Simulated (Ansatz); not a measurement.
**1T-SiSTe monolayer in a perpendicular field**

Wanted: the out-of-plane response of the 1T-SiSTe monolayer. A positive field points along +c.

Main program and level: Ansatz 0.2.0; plane-wave DFT, LDA, Ansatz PAW, in the first sound run; inputs show where later runs differ.

### Step 1. Starting point

The cell holds 3 atoms: 1 Te, 1 Si and 1 S. Its edges and angles: a = 3.361 Å, b = 3.361 Å, c = 35.605 Å, α = 90.0°, β = 90.0°, γ = 120.0°. Vacuum lies along c.

### Step 2. Relaxing the slab

The starting cell is a guess, so the in-plane lattice and the atoms are relaxed first, with the slab cut off from its images along the normal.

Contents of input.yaml:

```yaml
crystal:
  lattice:
    - [3.3612985, 0.0, 0.0]
    - [-1.68064925, 2.9109698907, 0.0]
    - [0.0, 0.0, 35.60477885]
  atoms:
    - { symbol: Te, position: [0.6666666667, 0.3333333333, 0.4676338553] }
    - { symbol: Si, position: [0.0, 0.0, 0.5072451576] }
    - { symbol: S, position: [0.3333333333, 0.6666666667, 0.5323661447] }
  periodic: [true, true, false]
kpoints:
  mp_grid: { grid: [12, 12, 1] }
hamiltonian:
  xc: lda
scf:
  occupations: { method: fermi_dirac, width: 0.05 }
  convergence: { dr2_threshold: 1.0e-09 }
relax:
  f_tol: 0.004
  max_steps: 90
  cell: {}
output:
  write_potential: true
  write_density: true
  volumetric_format: npy
```

Started as:

```
$ ansatz run input.yaml --threads 2 --pin off --max-ram 3072MiB --backend cpu --events-out ev --progress --plain --runs-dir out
```

Numbers of over 12 decimals in the logs are rounded to 6 here.

The program printed:

```text
Warning: relax.cell: scf.convergence.dr2_threshold = 1e-9 eV is looser than the 1.98140671046e-10 eV advised for a relaxation that steers and ends on the stress (1e-10 eV for each atom of the cell: 3, times the square of relax.cell.stress_2d_tol = 0.05 N/m over 12.3 Å (the atoms' height at the walk's start and 5 Å past either face), 4.063e-2 GPa, over a crystal's default 0.05). What an SCF threshold leaves in a stress goes as its square root, and in the free energy as the threshold itself, and one threshold admits the most on a small cell: [figures from the program's tests cut] Set scf.convergence.dr2_threshold to 1.98140671046e-10 eV or tighter. [rest of the remark cut]
Engine: ansatz 0.2.0, aarch64-unknown-linux-gnu
Pseudopotentials: kind: paw
Pseudopotential: Te, paw, valence charge 16, recommended cutoff 420 eV (normal), Te.paw.azcp
Pseudopotential: Si, paw, valence charge 4, recommended cutoff 420 eV (normal), Si.paw.azcp
Pseudopotential: S, paw, valence charge 6, recommended cutoff 420 eV (normal), S.paw.azcp
Functional definition: SPW92
  exchange = slater_x
  correlation = pw_c
Crystal: 3 atoms, lattice volume = 348.380 Å³
Basis set: ecut = 420 eV, 6839 PW (Γ)
Bands: 17, of which v1, the nominal top of the filled ones, is band 13 counted from 1 (12 counted from 0)
Symmetry: 6 space group operations
Space group: P3m1 (ITA 156), of the structure as read, at distance tolerance 7.0e-5 Å
k-points: 19 of 144 (time reversal used)
Non-local potential: Te, projectors of the file, l = 0: 2, l = 1: 2, l = 2: 2, l = 3: 2
Non-local potential: Si, projectors of the file, l = 0: 2, l = 1: 2, l = 2: 2
Non-local potential: S, projectors of the file, l = 0: 2, l = 1: 2, l = 2: 2
PAW form: soft (Blöchl's): semilocal exchange-correlation on the pseudo side does not see the compensation charge
PAW frozen core: Te, regenerated for the run's functional, and the local potential with it (the file was generated under x = pbe(κ = 0.804, μ = 0.219515), c = pbe(β = 0.066725))
PAW frozen core: Si, regenerated for the run's functional, and the local potential with it (the file was generated under x = pbe(κ = 0.804, μ = 0.219515), c = pbe(β = 0.066725))
PAW frozen core: S, regenerated for the run's functional, and the local potential with it (the file was generated under x = pbe(κ = 0.804, μ = 0.219515), c = pbe(β = 0.066725))
PAW one-centre angular grid: Te, 590 points (default); XC on 64 Gauss nodes
PAW one-centre angular grid: Si, 110 points (default); XC on 64 Gauss nodes
PAW one-centre angular grid: S, 110 points (default); XC on 64 Gauss nodes
Initial density: superposition of atomic densities (neutral atoms: chi_scale 0, normalization atom), corrected by the library's trained network
Initial wavefunctions: pseudopotential atomic-orbital guess
Functional: x = slater, c = lda
SCF iter   1: F=—  HF=-8303.797265 eV  |F-HF|=—  |Δ(HF+E_count)|=         —  Δρ=2.61e-3  dr2=7.23e-2  ethr=1.77e-3  ⟨swp⟩=16.2  Hψ=3625  notcnv=0
preconditioner: auto → LDOS  [metal: Δε(μ)=0.106 eV  Ē_g=10.787 eV  σ=0.050 eV  W_gap=0.41  n_scr=20 (ndim 8)  ℏωp=8.0 eV  f_vac=0.813  D(μ)=0.82/eV (n_scr^D=6)  β→1.0]
SCF iter   2: F=—  HF=-8303.795753 eV  |F-HF|=—  |Δ(HF+E_count)|=   1.51e-3  Δρ=1.09e-3  dr2=4.28e-2  ethr=2.78e-4  ⟨swp⟩=6.3  Hψ=1013  notcnv=0
SCF iter   3: F=—  HF=-8303.790224 eV  |F-HF|=—  |Δ(HF+E_count)|=   5.53e-3  Δρ=3.22e-4  dr2=1.80e-3  ethr=1.65e-4  ⟨swp⟩=5.4  Hψ=719  notcnv=0
SCF iter   4: F=—  HF=-8303.790015 eV  |F-HF|=—  |Δ(HF+E_count)|=   2.09e-4  Δρ=5.97e-5  dr2=1.86e-5  ethr=6.93e-6  ⟨swp⟩=3.5  Hψ=656  notcnv=0
SCF iter   5: F=—  HF=-8303.790026 eV  |F-HF|=—  |Δ(HF+E_count)|=   1.12e-5  Δρ=2.82e-5  dr2=4.68e-6  ethr=7.17e-8  ⟨swp⟩=3.5  Hψ=788  notcnv=0
SCF iter   6: F=—  HF=-8303.790025 eV  |F-HF|=—  |Δ(HF+E_count)|=   1.60e-6  Δρ=7.81e-6  dr2=2.69e-7  ethr=1.80e-8  ⟨swp⟩=2.9  Hψ=534  notcnv=0
SCF iter   7: F=—  HF=-8303.790010 eV  |F-HF|=—  |Δ(HF+E_count)|=   1.48e-5  Δρ=4.04e-6  dr2=7.93e-8  ethr=1.03e-9  ⟨swp⟩=3.3  Hψ=718  notcnv=0
SCF iter   8: F=—  HF=-8303.790010 eV  |F-HF|=—  |Δ(HF+E_count)|=   6.76e-9  Δρ=1.70e-6  dr2=1.37e-8  ethr=3.05e-10  ⟨swp⟩=2.7  Hψ=644  notcnv=0
SCF iter   9: F=-8303.790010 eV  HF=-8303.790010 eV  |F-HF|=5.38e-10  |Δ(HF+E_count)|=   2.77e-9  Δρ=2.99e-7  dr2=6.44e-10  ethr=3.85e-12  ⟨swp⟩=12.3  Hψ=2983  notcnv=0
SCF 1 converged in 9 iterations: F = -8303.790010 eV  dr2 = 6.44e-10
  greatest PAW one-centre occupation: 1.000 electrons in one spin orbital (limit 2), on the Te atom at site 0 (counted from 0), in its partial waves of l = 2
relax step   1: F+E_penalty+E_count = -8303.79001010 eV  Δ(F+E_penalty+E_count) = +0.000e0 eV  max|allowed force component| = 5.433e0 eV/Å  Δτ_max = 0.0000 Å  P = +19.386 N/m  Ω = 348.380 Å³  fix = [c, alpha, beta]  reactions: c +0.000 N/m  (9 SCF iters, accepted)
Crystal: 3 atoms, lattice volume = 353.487 Å³
Basis set: ecut = 420 eV, 6995 PW (Γ)
Initial density: handed on by an earlier stage of this run
Initial wavefunctions: those handed on with the density
iter 1 solved again at ethr=8.82e-4 eV; its pass at ethr=3.10e-3 eV (dr2=2.29e-1 eV) is discarded
SCF iter   1: F=—  HF=-8305.405670 eV  |F-HF|=—  |Δ(HF+E_count)|=         —  Δρ=6.00e-3  dr2=2.10e-1  ethr=8.82e-4  ⟨swp⟩=1.9  Hψ=3414  notcnv=0
preconditioner: auto → LDOS  [metal: Δε(μ)=0.094 eV  Ē_g=10.212 eV  σ=0.050 eV  W_gap=0.38  n_scr=20 (ndim 8)  ℏωp=7.9 eV  f_vac=0.799  D(μ)=1.54/eV (n_scr^D=10)  β→1.0]
SCF iter   2: F=—  HF=-8305.366258 eV  |F-HF|=—  |Δ(HF+E_count)|=   3.94e-2  Δρ=2.81e-3  dr2=5.57e-2  ethr=8.07e-4  ⟨swp⟩=3.8  Hψ=666  notcnv=0
SCF iter   3: F=—  HF=-8305.353852 eV  |F-HF|=—  |Δ(HF+E_count)|=   1.24e-2  Δρ=8.72e-4  dr2=8.09e-3  ethr=2.14e-4  ⟨swp⟩=3.7  Hψ=676  notcnv=0
SCF iter   4: F=—  HF=-8305.352648 eV  |F-HF|=—  |Δ(HF+E_count)|=   1.20e-3  Δρ=2.84e-4  dr2=7.63e-4  ethr=3.11e-5  ⟨swp⟩=2.5  Hψ=595  notcnv=0
SCF iter   5: F=—  HF=-8305.352563 eV  |F-HF|=—  |Δ(HF+E_count)|=   8.58e-5  Δρ=1.15e-4  dr2=1.42e-4  ethr=2.94e-6  ⟨swp⟩=3.6  Hψ=671  notcnv=0
SCF iter   6: F=—  HF=-8305.352540 eV  |F-HF|=—  |Δ(HF+E_count)|=   2.25e-5  Δρ=2.12e-5  dr2=4.85e-6  ethr=5.46e-7  ⟨swp⟩=3.4  Hψ=730  notcnv=0
SCF iter   7: F=—  HF=-8305.352537 eV  |F-HF|=—  |Δ(HF+E_count)|=   3.48e-6  Δρ=7.89e-6  dr2=7.53e-7  ethr=1.86e-8  ⟨swp⟩=3.2  Hψ=670  notcnv=0
SCF iter   8: F=—  HF=-8305.352524 eV  |F-HF|=—  |Δ(HF+E_count)|=   1.28e-5  Δρ=1.92e-6  dr2=5.30e-8  ethr=2.90e-9  ⟨swp⟩=3.6  Hψ=709  notcnv=0
SCF iter   9: F=-8305.352524 eV  HF=-8305.352524 eV  |F-HF|=3.02e-9  |Δ(HF+E_count)|=   4.04e-8  Δρ=3.50e-7  dr2=4.17e-10  ethr=3.85e-12  ⟨swp⟩=12.7  Hψ=3221  notcnv=0
[...]
SCF iter   4: F=—  HF=-8305.720839 eV  |F-HF|=—  |Δ(HF+E_count)|=   8.91e-4  Δρ=1.72e-4  dr2=1.97e-4  ethr=2.03e-5  ⟨swp⟩=3.3  Hψ=730  notcnv=0
SCF iter   5: F=—  HF=-8305.720793 eV  |F-HF|=—  |Δ(HF+E_count)|=   4.61e-5  Δρ=4.33e-5  dr2=1.27e-5  ethr=7.57e-7  ⟨swp⟩=3.2  Hψ=620  notcnv=0
SCF iter   6: F=—  HF=-8305.720794 eV  |F-HF|=—  |Δ(HF+E_count)|=   8.42e-7  Δρ=1.21e-5  dr2=5.77e-7  ethr=4.87e-8  ⟨swp⟩=2.8  Hψ=672  notcnv=0
SCF iter   7: F=—  HF=-8305.720783 eV  |F-HF|=—  |Δ(HF+E_count)|=   1.13e-5  Δρ=2.45e-6  dr2=2.95e-8  ethr=2.22e-9  ⟨swp⟩=3.3  Hψ=723  notcnv=0
SCF iter   8: F=—  HF=-8305.720783 eV  |F-HF|=—  |Δ(HF+E_count)|=   2.09e-8  Δρ=7.38e-7  dr2=4.57e-9  ethr=1.13e-10  ⟨swp⟩=3.4  Hψ=659  notcnv=0
SCF iter   9: F=-8305.720783 eV  HF=-8305.720783 eV  |F-HF|=3.98e-10  |Δ(HF+E_count)|=  5.78e-10  Δρ=2.37e-7  dr2=3.22e-10  ethr=3.85e-12  ⟨swp⟩=12.5  Hψ=2483  notcnv=0
SCF 3 converged in 9 iterations: F = -8305.720783 eV  dr2 = 3.22e-10
relax step   3: F+E_penalty+E_count = -8305.72078267 eV  Δ(F+E_penalty+E_count) = -3.683e-1 eV  max|allowed force component| = 3.136e-1 eV/Å  Δτ_max = 0.1956 Å  P = +4.312 N/m  Ω = 346.667 Å³  energy of the carried Pulay correction = +8.302e-5 eV  fix = [c, alpha, beta]  reactions: c +0.000 N/m  (9 SCF iters, accepted)
[...]
relax step   4: F+E_penalty+E_count = -8305.79759453 eV  Δ(F+E_penalty+E_count) = -7.681e-2 eV  max|allowed force component| = 8.661e-2 eV/Å  Δτ_max = 0.0313 Å  P = +1.098 N/m  Ω = 363.338 Å³  energy of the carried Pulay correction = -7.081e-4 eV  fix = [c, alpha, beta]  reactions: c +0.000 N/m  (8 SCF iters, accepted)
[...]
relax step   5: F+E_penalty+E_count = -8305.80253211 eV  Δ(F+E_penalty+E_count) = -4.938e-3 eV  max|allowed force component| = 3.976e-2 eV/Å  Δτ_max = 0.0033 Å  P = +0.118 N/m  Ω = 368.535 Å³  energy of the carried Pulay correction = -9.472e-4 eV  fix = [c, alpha, beta]  reactions: c +0.000 N/m  (7 SCF iters, accepted)
[...]
relax step   6: F+E_penalty+E_count = -8305.80260233 eV  Δ(F+E_penalty+E_count) = -7.022e-5 eV  max|allowed force component| = 2.455e-2 eV/Å  Δτ_max = 0.0034 Å  P = +0.090 N/m  Ω = 368.463 Å³  energy of the carried Pulay correction = -9.439e-4 eV  fix = [c, alpha, beta]  reactions: c +0.000 N/m  (6 SCF iters, accepted)
[...]
relax step   7: F+E_penalty+E_count = -8305.80264354 eV  Δ(F+E_penalty+E_count) = -4.120e-5 eV  max|allowed force component| = 4.306e-3 eV/Å  Δτ_max = 0.0011 Å  P = +0.005 N/m  Ω = 368.936 Å³  energy of the carried Pulay correction = -9.656e-4 eV  fix = [c, alpha, beta]  reactions: c +0.000 N/m  (6 SCF iters, accepted)
[...]
relax step   8: F+E_penalty+E_count = -8305.80264382 eV  Δ(F+E_penalty+E_count) = -2.891e-7 eV  max|allowed force component| = 9.315e-7 eV/Å  Δτ_max = 0.0003 Å  P = +0.000 N/m  Ω = 368.950 Å³  energy of the carried Pulay correction = -9.662e-4 eV  fix = [c, alpha, beta]  reactions: c +0.000 N/m  (5 SCF iters, accepted)
Initial wavefunctions: pseudopotential atomic-orbital guess (no wavefunctions were taken with the density)
iter 1 solved again at ethr=6.19e-7 eV; its pass at ethr=3.10e-3 eV (dr2=1.61e-4 eV) is discarded
SCF iter   1: F=—  HF=-8305.802383 eV  |F-HF|=—  |Δ(HF+E_count)|=         —  Δρ=1.07e-4  dr2=1.29e-6  ethr=6.19e-7  ⟨swp⟩=5.1  Hψ=4780  notcnv=0
preconditioner: auto → LDOS  [insulator: Δε(μ)=0.135 eV  Ē_g=9.553 eV  σ=0.050 eV  W_gap=0.59  n_scr=18 (ndim 8)  ℏωp=7.7 eV  f_vac=0.793  D(μ)=1.05/eV (n_scr^D=8)  ε∞_Penn≈1.7  β→1.0]
SCF iter   2: F=—  HF=-8305.803582 eV  |F-HF|=—  |Δ(HF+E_count)|=   1.20e-3  Δρ=7.06e-6  dr2=3.50e-7  ethr=4.95e-9  ⟨swp⟩=3.9  Hψ=756  notcnv=0
SCF iter   3: F=—  HF=-8305.803575 eV  |F-HF|=—  |Δ(HF+E_count)|=   6.60e-6  Δρ=2.84e-6  dr2=4.28e-8  ethr=1.34e-9  ⟨swp⟩=2.7  Hψ=608  notcnv=0
SCF iter   4: F=—  HF=-8305.803581 eV  |F-HF|=—  |Δ(HF+E_count)|=   6.05e-6  Δρ=6.46e-7  dr2=1.43e-9  ethr=1.64e-10  ⟨swp⟩=3.4  Hψ=738  notcnv=0
SCF iter   5: F=-8305.803581 eV  HF=-8305.803581 eV  |F-HF|=6.93e-9  |Δ(HF+E_count)|=   4.30e-7  Δρ=2.31e-7  dr2=5.03e-10  ethr=3.85e-12  ⟨swp⟩=17.9  Hψ=3143  notcnv=0
SCF 9 converged in 5 iterations: F = -8305.803581 eV  dr2 = 5.03e-10
relax step   9: F+E_penalty+E_count = -8305.80358145 eV  Δ(F+E_penalty+E_count) = -9.376e-4 eV  max|allowed force component| = 2.950e-4 eV/Å  Δτ_max = 0.0000 Å  P = +0.002 N/m  Ω = 368.950 Å³  fix = [c, alpha, beta]  reactions: c +0.000 N/m  stress off target by 1.97e-3 N/m on what of the cell is left free  SCF on the basis re-selected at this cell (its energy is not comparable with the rows above)  (5 SCF iters)
basis re-selected at this cell: Δ(F+E_penalty+E_count) = -9.376e-4 eV, ΔP = +0.002 N/m vs the last step (what re-selecting the basis moved, of the pressure what is left beyond the Pulay correction that the steps carried, after the strain that the cell walked since its last selection, with what the two solves' SCF thresholds leave and, on support functions, any second-order correction that the steps lacked; it is no m [...]
WARN: The output density's exchange-correlation potential varies sharply where the density is thin. Do not read a vacuum level from v_tot or v_xc, or from such a field of the output density. On a cell that repeats whose density bears no net charge and no dipole along the vacuum's axis use v_es (v_loc + v_h of the components); under efield.dipole_correction with no amplitude use v_es + v_field, which holds any externa [...]
SCF converged after 5 iterations
Free energy (F): -8305.803581 eV
Harris-Foulkes:  -8305.803581 eV  (|F-HF|=6.93e-9)
Internal energy: -8305.794620 eV  (E = F + TS)
E sigma→0 (E₀):  -8305.799101 eV
Entropy (-TS):   -0.008962 eV (-2.987 meV/atom)
Fermi energy:    -4.888854 eV
--- Per-component energies (eV) ---
  E_band       = -596.699496
  E_kinetic    = 332.839868
  E_local      = -44613.612484  (includes V_loc(G=0)·N_el)
  E_nonlocal   = -249.623056
  E_hartree    = 22283.017757
  E_xc         = -276.325423
  E_vxc        = -241.626081  (∫ρ·V_xc dr)
  E_paw        = -5564.625972  (= ΣΔE_a)
  E_vpaw       = -390.712140  (= ΣTr[D̂ρ^β])
  E_aug_tail   = -0.000174  (compensation charges beyond the density's cutoff)
  E_ewald      = 19781.618674
  E_core_change = 0.916189  (= ΣΔE_core)
  E_smearing   = -0.008962  (= −TS)
  E_closure    = -0.000000  (closes the sum)
  Σ components = -8305.803581   (vs F -8305.803581, Δ=0.00e0)
--- Forces (eV/Å), atoms counted from 1 ---
  atom   1  Te     0.00000000    -0.00000000     0.00007773
  atom   2  Si     0.00000000    -0.00000000     0.00024372
  atom   3  S      0.00000000    -0.00000000    -0.00028180
  max |Σ_I F_I| component: 3.96e-5 eV/Å
--- 2D stress c σ (N/m, compression-positive) ---
        0.001971      -0.000000      -0.000000
       -0.000000       0.001971       0.000000
       -0.000000       0.000000       0.000000
  P = ½ c Tr σ = 0.0020 N/m
--- Band table (eV; the first three rows and the last of 19) ---
  k-point 0: bands = [... 9 lower, -7.3876, -7.3876, -4.2886, -4.2886, -3.8408, -1.5939, -1.3258, -1.3258]
  k-point 1: bands = [... 9 lower, -7.5526, -7.5499, -5.0995, -4.3626, -3.3370, -1.6832, -1.2955, -1.2009]
  k-point 2: bands = [... 9 lower, -7.9290, -7.4250, -6.5294, -4.6283, -3.2477, -1.7596, -0.8026, -0.7987]
  k-point 18: bands = [... 9 lower, -10.2391, -10.2319, -7.4690, -6.7644, -4.3814, -1.0850, -0.2754, 0.1673]
  the weakly bound empty levels are not read free of the cell's end (no_gap_told)
--- Relaxed structure (8 steps of the walk, 8 accepted, 1 SCFs on fresh bases) ---
  F+E_penalty+E_count = -8305.80358145 eV   max|allowed force component| = 2.950e-4 eV/Å   (the final SCF, on the basis selected at the relaxed cell)
  cell:  # Å, volume = 368.9500 Å³
    - [3.459110, 0, 0]
    - [-1.729555, 2.995677, 0]
    - [0, 0, 35.60477885]
  atoms:
    - { symbol: Te, position: [0.666667, 0.333333, 0.457974] }
    - { symbol: Si, position: [0, 0, 0.507369] }
    - { symbol: S, position: [0.333333, 0.666667, 0.541903] }
```

The job ended after 50 s (2 threads of Arm Neoverse V1, shared host; peak memory 0.52 GiB; 99 s of CPU time).

Relaxation path:

| step | energy less that of the first step (eV) | largest force component (eV/Å) | volume (Å³) |
| --- | --- | --- | --- |
| 1 | 0.0000 | 5.4333 | 348.38 |
| 2 | -1.5625 | 2.7133 | 353.49 |
| 3 | -1.9308 | 0.3136 | 346.67 |
| 4 | -2.0076 | 0.0866 | 363.34 |
| 5 | -2.0125 | 0.0398 | 368.53 |
| 6 | -2.0126 | 0.0245 | 368.46 |
| 7 | -2.0126 | 0.0043 | 368.94 |
| 8 | -2.0126 | 0.0000 | 368.95 |
| 9* | -2.0136 | 0.0003 | 368.95 |

Relaxation steps marked * repeat the geometry before them on a plane-wave basis chosen anew for their cell, so energy and pressure can jump there.

The run keeps the 6 symmetry operations that it works with, so distortions that break them were not tested.

| cell as run | before | after | change |
| --- | --- | --- | --- |
| a (Å) | 3.361 | 3.459 | +2.9 % |
| b (Å) | 3.361 | 3.459 | +2.9 % |

The atoms that moved most (Å, along periodic axes as changes of fractional coordinates times the final cell, across vacuum about the mean position):

| atom | dx | dy | dz | length |
| --- | --- | --- | --- | --- |
| Te1 | 0.000 | 0.000 | -0.344 | 0.344 |
| S3 | 0.000 | 0.000 | 0.340 | 0.340 |

The relaxed structure:

```
Te Si S
1.0
     3.45911    0.00000    0.00000
    -1.72955    2.99568    0.00000
     0.00000    0.00000   35.60478
Te Si S
1 1 1
Direct
  0.66667 0.33333 0.45797
  0.00000 0.00000 0.50737
  0.33333 0.66667 0.54190
```

Numbers from this step:

- energy at zero smearing: -8305.7991 eV

The lattice constant a goes from 3.361 to 3.459 Å.

(Continued in part 2 of 3.)

[Logs are printed without paths, hosts, clocks, repeated set-up lines and the standing remarks that a program may print on its own settings, such as how far it seeks lower states.]

[Hosts, paths, dates, database ids (printed as entryN), source tags and the programs' standing remarks are cut or masked in the printed files.]

[Maps of the electrostatic potential energy from Ansatz leave out the sawtooth potential of an applied field or a dipole correction, so their vacuum need not be flat; planar profiles and work functions include it.]
